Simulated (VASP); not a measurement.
**A VASP 6.6.1 single-point calculation on Ge**

INCAR

```
LREAL = .FALSE.
IVDW = 10
NBANDS = 21
IBRION = -1
ISMEAR = -1
ISIF = 2
NSW = 0
LCHARG = .FALSE.
LASPH = .TRUE.
LWAVE = .FALSE.
PREC = Accurate
EDIFF = 1E-7
SIGMA = 0.02
NELM = 120
ALGO = Normal
GGA = PE
ENCUT = 520
```

KPOINTS

```
KPOINTS created by Atomic Simulation Environment
0
Gamma
8 8 8
0 0 0
```

POSCAR

```
Ge
 1.0000000000000000
     0.0000000000000000    2.8368735118999999    2.8368735118999999
     2.9043911014999999    0.0000000000000000    2.8368735118999999
     2.9043911014999999    2.8368735118999999    0.0000000000000000
 Ge
   2
Cartesian
  0.0000000000000000  0.0000000000000000  0.0000000000000000
  1.4521955507499997  1.4184367559499995  1.4184367559499997
```

The recommended PBE PAW datasets give the neutral cell 28 valence electrons.

Command

```
mpirun -np 1 vasp_std
```

OSZICAR

```
N       E                     dE             d eps       ncg     rms          rms(c)
DAV:   1     0.190674695107E+03    0.19067E+03   -0.14500E+04  2837   0.358E+03
DAV:   2     0.190834358393E+02   -0.17159E+03   -0.16647E+03  2488   0.631E+02
DAV:   3    -0.815516722841E+01   -0.27239E+02   -0.27091E+02  2838   0.144E+02
DAV:   4    -0.908039715204E+01   -0.92523E+00   -0.92471E+00  2798   0.310E+01
DAV:   5    -0.909625948663E+01   -0.15862E-01   -0.15862E-01  2843   0.450E+00    0.307E+00
DAV:   6    -0.904384146234E+01    0.52418E-01   -0.20449E-02  2883   0.146E+00    0.182E+00
DAV:   7    -0.901612297852E+01    0.27718E-01   -0.44557E-02  2695   0.196E+00    0.146E-01
DAV:   8    -0.901781138880E+01   -0.16884E-02   -0.59251E-03  2798   0.979E-01    0.423E-02
DAV:   9    -0.901796906033E+01   -0.15767E-03   -0.23285E-04  2827   0.213E-01    0.158E-02
DAV:  10    -0.901799440782E+01   -0.25347E-04   -0.48038E-05  2909   0.734E-02    0.594E-03
DAV:  11    -0.901799640305E+01   -0.19952E-05   -0.68450E-06  3070   0.435E-02    0.172E-03
DAV:  12    -0.901799639944E+01    0.36134E-08   -0.28280E-07  2653   0.979E-03
   1 F= -.96582074E+01 E0= -.96581043E+01  d E =-.206249E-03
```

From OUTCAR

```
k-points           NKPTS =     59   k-points in BZ     NKDIM =     59   number of bands    NBANDS=     21

   NELECT =      28.0000    total number of electrons

   dimension x,y,z NGX =    30 NGY =   30 NGZ =   30
   dimension x,y,z NGXF=    60 NGYF=   60 NGZF=   60

  energy-cutoff  :      520.00
  volume of cell :       46.75
      direct lattice vectors                 reciprocal lattice vectors
     0.000000000  2.836873512  2.836873512    -0.172153124  0.176250368  0.176250368
     2.904391101  0.000000000  2.836873512     0.172153124 -0.176250368  0.176250368
     2.904391101  2.836873512  0.000000000     0.172153124  0.176250368 -0.176250368

 k-points in reciprocal lattice and weights: KPOINTS created by Atomic Simulation Env
   0.00000000  0.00000000  0.00000000       0.002
   0.12500000  0.00000000  0.00000000       0.016
   0.25000000  0.00000000  0.00000000       0.016
   0.37500000  0.00000000  0.00000000       0.016
   0.50000000  0.00000000  0.00000000       0.008
   0.12500000  0.12500000  0.00000000       0.008
   0.25000000  0.12500000  0.00000000       0.031
   0.37500000  0.12500000 -0.00000000       0.031
   ...

 E-fermi :   4.7281

 k-point     1 :       0.0000    0.0000    0.0000
  band No.  band energies     occupation
      1     -20.0846      2.00000
      2     -20.0846      2.00000
      3     -20.0799      2.00000
      4     -20.0499      2.00000
      5     -20.0487      2.00000
      6     -19.8620      2.00000
      7     -19.8525      2.00000
      8     -19.8525      2.00000
      9     -19.8483      2.00000
     10     -19.8417      2.00000
     11      -7.8431      2.00000
     12       4.4290      2.00000
     13       4.5667      1.99937
     14       4.7495      0.51024
     15       4.7495      0.51014
     16       7.1925      0.00000
     17       7.1925      0.00000
     18       7.3067      0.00000
     19      11.0394      0.00000
     20      13.8397      0.00000
     21      14.3167      0.00000

 k-point     2 :       0.1250    0.0000    0.0000
  band No.  band energies     occupation
      1     -20.0920      2.00000
      2     -20.0890      2.00000
      3     -20.0806      2.00000
      4     -20.0392      2.00000
      5     -20.0387      2.00000
      6     -19.8693      2.00000
      7     -19.8675      2.00000
      8     -19.8567      2.00000
      9     -19.8348      2.00000
     10     -19.8347      2.00000
     11      -7.6586      2.00000
     12       2.2832      2.00000
     13       4.3013      2.00000
     14       4.4351      2.00000
     15       5.5858      0.00000
     16       7.6320      0.00000
     17       7.6737      0.00000
     18       8.0998      0.00000
     19      11.9431      0.00000
     20      13.0460      0.00000
     21      13.3818      0.00000

 ...

  Total      -1.08670    -0.61615    -0.61615    -0.00000     0.00000     0.00000
  in kB     -37.24394   -21.11709   -21.11709    -0.00000     0.00000     0.00000
  external pressure =      -26.49 kB  Pullay stress =        0.00 kB

 POSITION                                       TOTAL-FORCE (eV/Angst)
 -----------------------------------------------------------------------------------
      0.00000      0.00000      0.00000        -0.000000     -0.000000     -0.000000
      1.45220      1.41844      1.41844         0.000000      0.000000      0.000000
 -----------------------------------------------------------------------------------
    total drift:                                0.000000      0.000000      0.000000

  FREE ENERGIE OF THE ION-ELECTRON SYSTEM (eV)
  ---------------------------------------------------
  free  energy   TOTEN  =        -9.6582074066 eV

  energy  without entropy=       -9.6580011574  energy(sigma->0) =       -9.65810428
```

It converged. Results: gap between bands v and c on the k mesh 0.00 eV; least direct gap on the k mesh 0.00 eV; pressure -2.6 GPa. Band v is the last that the valence electrons fill when counted band by band, and c is the next.

For comparison, a separate PBE run of the intended cell, on usual settings and not on those above, gives a gap of 0.00 eV on its mesh and a pressure of 1.3 GPa.

The run above took about 50 s on one core of a shared host (Intel Xeon Platinum 8488C) and held 0.19 GiB at most.
